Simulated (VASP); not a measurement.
A run of VASP 6.6.1 is set up as follows.

Contents of INCAR:

```
SYSTEM = W
  PREC = Accurate
  ENCUT = 520
  EDIFF = 1E-7
  ISMEAR = 1
  SIGMA = 0.1
  LREAL = .FALSE.
  LASPH = .TRUE.
  NELM = 100
  ALGO = Fast
  ISIF = 2
  LWAVE = .FALSE.
  LCHARG = .FALSE.
  LDIPOL = .TRUE.
  IDIPOL = 3
  DIPOL = 0.5 0.5 0.654
  GGA = PS
  NBANDS = 36
```

KPOINTS

```
Automatic mesh
0
G
  12 12 1
  0 0 0
```

The input POSCAR:

```
W
1.0
    3.0355469260      0.0000000000      0.0000000000
    0.0000000000      3.0355469260      0.0000000000
    0.0000000000      0.0000000000     25.7262538274
W
4
Direct
    0.0000000000      0.0000000000      0.5624805331
    0.5000000000      0.5000000000      0.6216745730
    1.0000000000      0.0000000000      0.6874000463
    0.5000000000      0.5000000000      0.7456659145
```

Potentials or basis: VASP PAW PBE potentials, release 64 (W_sv).

Run with:

```bash
$ cat potpaw_PBE.64/W_sv/POTCAR > POTCAR
$ mpirun -np 1 vasp_std > vasp.out
```

Task: Predict the largest force.

Result: 0.704 eV/Å.

Task: What does it give for the band gap on the k mesh?

Result: None (metal or under the smearing width).

Forces on the atoms (eV/Å):
```
W    0.000  0.000  0.429
W    0.000  0.000 -0.704
W    0.000  0.000  0.408
W    0.000  0.000 -0.132
```

Caveat: the PAW data sets were made with another functional, which shifts forces and pressure a little. The run has no spin-orbit coupling, so splittings on W are missing.
